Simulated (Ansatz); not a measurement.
# Si2Mo: the cost of one run

Computed with Ansatz 0.2.0 (DFT PBEsol, scalar-relativistic, plane waves, PAW, unless a step's input says otherwise).

2 further runs of the same task are left out: 2 set aside as unsound or not needed. Runs told in other sessions of the task aren't counted.

### 1 Starting point

The structure is tetragonal, space group I4/mmm (No. 139). The conventional cell has a = 3.190 Å, b = 3.190 Å, c = 7.821 Å, α = 90.00°, β = 90.00°, γ = 90.00°. Si (site symmetry 4mm) has 5 Si at 2.58 to 2.62 Å and 5 Mo at 2.60 to 2.62 Å in its first shell of neighbours. Mo (site symmetry 4/mmm) has 10 Si at 2.60 to 2.62 Å in its first shell of neighbours.

Coordinates:

```cif
data_structure
_symmetry_space_group_name_H-M 'P 1'
_symmetry_Int_Tables_number 1
_cell_length_a 4.5146
_cell_length_b 4.5146
_cell_length_c 4.5146
_cell_angle_alpha 138.621
_cell_angle_beta 138.621
_cell_angle_gamma 59.953
_cell_volume 39.80
loop_
_atom_site_label
_atom_site_type_symbol
_atom_site_fract_x
_atom_site_fract_y
_atom_site_fract_z
_atom_site_occupancy
Si1 Si 0.33506 0.33506 0.00000 1
Si2 Si 0.66494 0.66494 0.00000 1
Mo1 Mo 0.00000 0.00000 0.00000 1
```

It is the result of an earlier relaxation at this level (volume 13.27 Å³/atom; gap on the mesh: none (metal)).

### 2 Zero of energy

Reference values: F = -6142.2680 eV; pressure -0.01 GPa; largest force 0.004 eV/Å; gap on the mesh none (metal). It was computed beforehand with the settings of the runs below.

### 3 The scan: energy and stress against strain

The cell is strained by ε times the Voigt pattern (1, -1, 0, 0, 0, 0) (xx, yy, zz, yz, xz, xy; engineering shear), with fractional coordinates fixed (clamped ions). The stress on the pattern is the sum of the stress components weighted by it, tension positive.

### 4 ε = -0.0600

input.yaml reads:

```yaml
crystal:
  lattice:
    - [-1.4993329799, 1.6907371901, 3.9106920018]
    - [1.4993329799, -1.6907371901, 3.9106920018]
    - [1.4993329799, 1.6907371901, -3.9106920018]
  atoms:
    - { symbol: Si, position: [0.3350596647, 0.3350596647, 0.0] }
    - { symbol: Si, position: [0.6649403353, 0.6649403353, 0.0] }
    - { symbol: Mo, position: [0.0, 0.0, 0.0] }
basis:
  ecutwfc: 420
kpoints:
  mp_grid: { grid: [20, 20, 20] }
hamiltonian:
  xc: pbesol
scf:
  occupations: { method: gaussian, width: 0.15 }
output:
  forces: true
  stress: true
  eigenvalues: true
  write_density: true
  write_potential: true
  elf: true
  volumetric_format: npy
```

On the command line:

```
> ansatz run input.yaml --threads 1 --pin off --max-ram 2560MiB --backend cpu --events-out ev --progress --plain --runs-dir out
```

**Question.** How long does this run take on 1 thread of Intel Xeon Platinum 8488C (Sapphire Rapids), shared host, and how much memory does it need?

About 38 s, with a peak of 0.85 GiB.
